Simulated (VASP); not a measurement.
# Te (C2/m) in VASP: further runs

Runs on Te. Level: PBE. Tasks: single point.

All numbers are computed with VASP 6.6.1; they aren't measurements. Logs are shortened: lines on timing, memory, paths and dates and some standing lists are left out, and cuts for length are marked.

## Step 1: The crystal as given

Symmetry: C2/m, No. 12, monoclinic system. The conventional cell has a = 7.641 Å, b = 4.296 Å, c = 5.977 Å, α = 90.00°, β = 90.90°, γ = 90.00°. Te (site symmetry 2/m) has 6 Te at 3.09 to 3.31 Å as nearest neighbours. Around Te (site symmetry m) lie 6 Te at 3.03 to 3.47 Å.

This isn't the form of Te at room conditions, which is trigonal, of chains.

## Step 2: Single point, PBE

INCAR

```
ADDGRID = F
ALGO = Normal
EDIFF = 1E-6
ENCUT = 460
GGA = PE
ISIF = 2
ISMEAR = 0
LASPH = T
LCHARG = F
LREAL = F
LWAVE = F
NBANDS = 16
NELM = 100
PREC = Normal
SIGMA = 0.05
```

KPOINTS

```
k-points
0
Gamma
  3 3 2
```

POSCAR

```
Te
1.0
    3.8202894285     -2.1482026000      0.0000000000
    3.8202894285      2.1482026000      0.0000000000
   -0.0942908673      0.0000000000      5.9760906531
Te
3
Direct
    0.0000000000      0.0000000000      0.0000000000
    0.3094466100      0.3094466100      0.3388094900
    0.6905533900      0.6905533900      0.6611905100
```

Potentials or basis: VASP PAW PBE potentials, release 64 (Te).

On the command line:

```sh
> cat potpaw_PBE.64/Te/POTCAR > POTCAR
> mpirun -np 1 vasp_std > vasp.out
```

OUTCAR:

```text
EDIFF = 1E-6
   ENCUT = 460
   GGA = PE
   ISIF = 2
   ISMEAR = 0
   LASPH = T
   LREAL = F
   NELM = 100
   PREC = Normal

 Found      8 irreducible k-points:

 Following reciprocal coordinates:
            Coordinates               Weight
  0.000000  0.000000  0.000000      1.000000
  0.333333 -0.000000 -0.000000      4.000000
  0.333333  0.333333  0.000000      2.000000
 -0.333333  0.333333  0.000000      2.000000
  0.000000  0.000000  0.500000      1.000000
  0.333333 -0.000000  0.500000      4.000000
   k-points           NKPTS =      8   k-points in BZ     NKDIM =      8   number of bands    NBANDS=     16
   number of dos      NEDOS =    301   number of ions     NIONS =      3
   total plane-waves  NPLWV =  18432
   dimension x,y,z NGX =    24 NGY =   24 NGZ =   32
   dimension x,y,z NGXF=    48 NGYF=   48 NGZF=   64
   ions per type =               3
   NGX,Y,Z   is equivalent  to a cutoff of   9.10,  9.10,  8.90 a.u.
   NGXF,Y,Z  is equivalent  to a cutoff of  18.21, 18.21, 17.80 a.u.
 SYSTEM =  unknown system
   PREC   = normal    normal or accurate (medium, high low for compatibility)
   ISTART =      0    job   : 0-new  1-cont  2-samecut
   ICHARG =      2    charge: 1-file 2-atom 10-const
   ISPIN  =      1    spin polarized calculation?
   LNONCOLLINEAR =      F non collinear calculations
   LSORBIT =      F    spin-orbit coupling
   LASPH  =      T    aspherical Exc in radial PAW
   ENCUT  =  460.0 eV  33.81 Ry    5.81 a.u.   7.66  7.66 10.45*2*pi/ulx,y,z
   NELM   =    100;   NELMIN=  2; NELMDL= -5     # of ELM steps
   EDIFF  = 0.1E-05   stopping-criterion for ELM
   LREAL  =      F    real-space projection
   EDIFFG = 0.1E-04   stopping-criterion for IOM
   NSW    =      0    number of steps for IOM
   IBRION =     -1    ionic relax: 0-MD 1-quasi-New 2-CG
   NFREE  =      0    steps in history (QN), initial steepest desc. (CG)
   ISIF   =      2    stress and relaxation
   ISYM   =      2    0-nonsym 1-usesym 2-fastsym
   POTIM  = 0.5000    time-step for ionic-motion
   TEBEG  =    0.0;   TEEND  =   0.0 temperature during run
   PSTRESS=    0.0 pullay stress
   NELECT =      18.0000    total number of electrons
   NUPDOWN=      -1.0000    fix difference up-down
   EMIN   =  10.00;   EMAX   =-10.00  energy-range for DOS
   EFERMI =   0.00;   METHOD = LEGACY
   ISMEAR =     0;   SIGMA  =   0.05  broadening in eV -4-tet -1-fermi 0-gaus
   EFERMI_NEDOS =   21; number of points for ismear=-14 and -15
   IALGO  =     38    algorithm
   IMIX   =      4    mixing-type and parameters
     AMIX     =   0.40;   BMIX     =  1.00
     AMIX_MAG =   1.60;   BMIX_MAG =  1.00
  volume/ion in A,a.u.               =      32.70       220.64
  Fermi-wavevector in a.u.,A,eV,Ry     =   0.930307  1.758025 11.775440  0.865470
  Thomas-Fermi vector in A             =   2.056681
   LORBIT       =      0    0 simple, 1 ext, 2 COOP (PROOUT), +10 PAW based schemes
   GGA     = PE    functional components
   LHFCALC =     F    Hartree Fock is set to
   AEXX    =    0.0000 exact exchange contribution
   IVDW    =     0    specifies the selected vdW correction
   LEPSILON=     F    determine dielectric tensor
   LRPA    =     F    only Hartree local field effects (RPA)
 non-spin polarized calculation
 Gauss-broadening in eV      SIGMA  =   0.05
  energy-cutoff  :      460.00
  volume of cell :       98.09
 maximum number of plane-waves:      2206
   NGX = 15   NGY = 15   NGZ = 21

 number of electron      17.9999997 magnetization

 Free energy of the ion-electron system (eV)
  ---------------------------------------------------
  ext. energy  EPLUGINS =         0.00000000
  ---------------------------------------------------
  free energy    TOTEN  =        -8.95694096 eV

  energy without entropy =       -8.95694047  energy(sigma->0) =       -8.95694071

 E-fermi :   6.4996     XC(G=0):  -9.2704

 val. band max:        6.3460004863   @ k =   0.0000   0.0000   0.5000
 cond. band min:       6.6521421418   @ k =   0.0000   0.0000   0.5000
 fundamental gap:      0.3061416555
 Fermi energy:         6.4995725166

 k-point     1 :       0.0000    0.0000    0.0000
  band No.  band energies     occupation
      1      -7.2064      2.00000
      2      -4.0075      2.00000
      3      -3.8800      2.00000
      4       3.7137      2.00000
      5       3.7813      2.00000
      6       4.2429      2.00000
[... 8 lines left out ...]
     15      12.5677      0.00000
     16      12.5751      0.00000

 k-point     2 :       0.3333   -0.0000   -0.0000
  band No.  band energies     occupation
      1      -6.3177      2.00000
      2      -4.4226      2.00000
      3      -3.7350      2.00000
      4       1.5241      2.00000
      5       2.0926      2.00000
      6       2.6872      2.00000
[... 8 lines left out ...]
     15      13.5214      0.00000
     16      14.5749      0.00000

 k-point     3 :       0.3333    0.3333    0.0000
  band No.  band energies     occupation
      1      -6.4094      2.00000
      2      -4.3588      2.00000
      3      -3.7558      2.00000
      4       1.4548      2.00000
      5       2.1940      2.00000
      6       2.7136      2.00000
[... 8 lines left out ...]
     15      13.6386      0.00000
     16      15.0217      0.00000

 k-point     4 :      -0.3333    0.3333    0.0000
  band No.  band energies     occupation
      1      -5.2646      2.00000
      2      -4.8743      2.00000
      3      -4.2956      2.00000
      4       2.1728      2.00000
      5       2.3568      2.00000
      6       2.8246      2.00000
[... 8 lines left out ...]
     15      11.9892      0.00000
     16      15.1587      0.00000

 k-point     5 :       0.0000    0.0000    0.5000
  band No.  band energies     occupation
      1      -6.5073      2.00000
      2      -6.1376      2.00000
      3      -1.8773      2.00000
      4       2.6989      2.00000
      5       3.7788      2.00000
      6       3.8293      2.00000
[... 8 lines left out ...]
     15      11.5212      0.00000
     16      13.6276      0.00000

 k-point     6 :       0.3333   -0.0000    0.5000
  band No.  band energies     occupation
      1      -5.7758      2.00000
      2      -5.4570      2.00000
      3      -3.3299      2.00000
      4       1.2962      2.00000
      5       2.8106      2.00000
      6       3.2795      2.00000
[... 8 lines left out ...]
     15      13.0800      0.00000
     16      13.8211      0.00000

 [... further k-points ...]

------------------------ aborting loop because EDIFF is reached ----------------------------------------

  FORCE on cell =-STRESS in cart. coord.  units (eV):
  Direction    XX          YY          ZZ          XY          YZ          ZX
  --------------------------------------------------------------------------------------
  -------------------------------------------------------------------------------------
  Total        1.2340609      2.5138106     -1.1650852      0.0000000      0.0000000     -0.5653973
  in kB       20.1571203     41.0605214    -19.0304727      0.0000000      0.0000000     -9.2351864
  external PRESSURE =      14.0623897 kB  Pullay stress =       0.0000000 kB

 VOLUME and BASIS-vectors are now :
 -----------------------------------------------------------------------------
  energy-cutoff  :      460.00
  volume of cell :       98.09
      direct lattice vectors                 reciprocal lattice vectors
     3.820289429 -2.148202600  0.000000000     0.130880136 -0.232752721  0.002065029
     3.820289429  2.148202600  0.000000000     0.130880136  0.232752721  0.002065029
    -0.094290867  0.000000000  5.976090653     0.000000000  0.000000000  0.167333472

 POSITION                                       TOTAL-FORCE (eV/Angst)
 -----------------------------------------------------------------------------------
      0.00000      0.00000      0.00000        -0.000000      0.000000      0.000000
      2.33240      0.00000      2.02476        -0.282957      0.000000      0.200007
      5.21388      0.00000      3.95133         0.282957      0.000000     -0.200007
 -----------------------------------------------------------------------------------
    total drift:                                0.000000     -0.000000     -0.000000

  FREE ENERGIE OF THE ION-ELECTRON SYSTEM (eV)
  ---------------------------------------------------
  free  energy   TOTEN  =        -8.9569409599 eV

  energy  without entropy=       -8.9569404653  energy(sigma->0) =       -8.95694071
```

OSZICAR:

```text
N       E                     dE             d eps       ncg     rms          rms(c)
DAV:   1     0.623119000302E+02    0.62312E+02   -0.60694E+03   256   0.805E+02
DAV:   2    -0.540952702477E+01   -0.67721E+02   -0.64971E+02   336   0.130E+02
DAV:   3    -0.890917547472E+01   -0.34996E+01   -0.34592E+01   312   0.318E+01
DAV:   4    -0.896344867476E+01   -0.54273E-01   -0.54259E-01   392   0.475E+00
DAV:   5    -0.896397430402E+01   -0.52563E-03   -0.52563E-03   336   0.389E-01    0.125E+01
DAV:   6    -0.895402483958E+01    0.99495E-02   -0.30538E-02   320   0.966E-01    0.765E+00
DAV:   7    -0.895695845901E+01   -0.29336E-02   -0.24441E-02   344   0.965E-01    0.422E-01
DAV:   8    -0.895694594467E+01    0.12514E-04   -0.20001E-03   344   0.264E-01    0.185E-01
DAV:   9    -0.895692019161E+01    0.25753E-04   -0.33923E-04   352   0.109E-01    0.595E-02
DAV:  10    -0.895694007353E+01   -0.19882E-04   -0.70802E-05   320   0.452E-02    0.142E-02
DAV:  11    -0.895694095990E+01   -0.88637E-06   -0.77196E-06   336   0.163E-02
   1 F= -.89569410E+01 E0= -.89569407E+01  d E =-.494575E-06
```

It took 5.4 s on 1 thread of AMD EPYC 7R13 (Zen 3), shared host; peak memory 0.11 GiB.

The run converged, but some of its settings lie outside the range that counts as converged, so its numbers aren't taken as properties of the crystal.

What came out:

```yaml
Free_energy: -8.9569 eV
Pressure: 1.4 GPa
Largest_force: 0.347 eV/Å
Band_gap_on_the_k_mesh: none (metal or under the smearing width)
```

Caveat: the k mesh is coarse (spacing up to 0.56 Å⁻¹), so the values aren't converged.

## Step 3: Single point, PBE

INCAR is that of step 2.

KPOINTS is that of step 2.

POSCAR

```
Te
1.0
    3.8202894285     -2.1482026000      0.0000000000
    3.8202894285      2.1482026000      0.0000000000
   -0.0942908673      0.0000000000      5.9760906531
Te
3
Direct
    0.0053760000      0.0030970000      0.0153300000
    0.3128830000      0.3144850000      0.3485460000
    0.7243610000      0.6723340000      0.6509690000
```

Potentials or basis: VASP PAW PBE potentials, release 64 (Te).

On the command line:

```sh
> cat potpaw_PBE.64/Te/POTCAR > POTCAR
> mpirun -np 1 vasp_std > vasp.out
```

Run time: 6.9 s. Hardware: 1 thread of AMD EPYC 7R13 (Zen 3), shared host; peak memory 0.11 GiB.

The run converged, but some of its settings lie outside the range that counts as converged, so its numbers aren't taken as properties of the crystal.

What came out:

```yaml
Free_energy: -8.9868 eV
Pressure: 1.9 GPa
Largest_force: 0.363 eV/Å
Band_gap_on_the_k_mesh: none (metal or under the smearing width)
```

Caveat: the k mesh is coarse (spacing up to 0.56 Å⁻¹), so the values aren't converged.

(Part 1 of 2 ends here.)
